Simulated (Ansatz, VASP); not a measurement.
**Rh: VASP beside Ansatz**

Contents of INCAR:

```
PREC = Accurate
ENCUT = 520
EDIFF = 1E-7
ISMEAR = 1
SIGMA = 0.1
LREAL = False
LASPH = True
NELM = 60
ALGO = Normal
ISIF = 2
LWAVE = False
LCHARG = False
GGA = PE
NBANDS = 14
```

File KPOINTS:

```
Automatic mesh
0
Gamma
  14 14 14
```

File POSCAR:

```
Rh
1.0
    0.0000000000      1.9160595532      1.9160595532
    1.9160595532      0.0000000000      1.9160595532
    1.9160595532      1.9160595532      0.0000000000
Rh
1
Direct
    0.0000000000      0.0000000000      0.0000000000
```

Input for Ansatz:

```yaml
crystal:
  lattice:
    - [0.0, 1.9160595532, 1.9160595532]
    - [1.9160595532, 0.0, 1.9160595532]
    - [1.9160595532, 1.9160595532, 0.0]
  atoms:
    - { symbol: Rh, position: [0.0, 0.0, 0.0] }
hamiltonian:
  xc: pbe
  pseudopotentials:
    kind: paw
    azcp:
      Rh: "pseudopotentials/Rh.paw.azcp"
basis:
  ecutwfc: 420
  fft_grid_basis: typed
kpoints:
  mp_grid: { grid: [14, 14, 14], shift: [0, 0, 0] }
magnetization:
  spin_polarized: false
scf:
  occupations: { method: methfessel_paxton, width: 0.1 }
  lower_state_search: "off"
output:
  stress: true
```

Alike in both runs: task single point; functional PBE; k mesh 14 × 14 × 14; occupations methfessel-paxton of order 1, width 0.1 eV; no spin polarisation.

|  | VASP | Ansatz |
| --- | --- | --- |
| version | VASP 6.6.1 | Ansatz 0.2.0 |
| potentials or method | VASP PAW PBE potentials, release 64 (Rh_pv) | plane waves (420 eV) with PAW, scalar-relativistic |
| plane-wave cutoff (eV) | 520 | 420 |
| valence electrons in the cell | 15 | 17 |

|  | VASP | Ansatz | Ansatz less VASP |
| --- | --- | --- | --- |
| pressure (GPa) | -0.3 | -0.4 | -0.05 |

The two sets of potentials don't hold the same shells in valence.
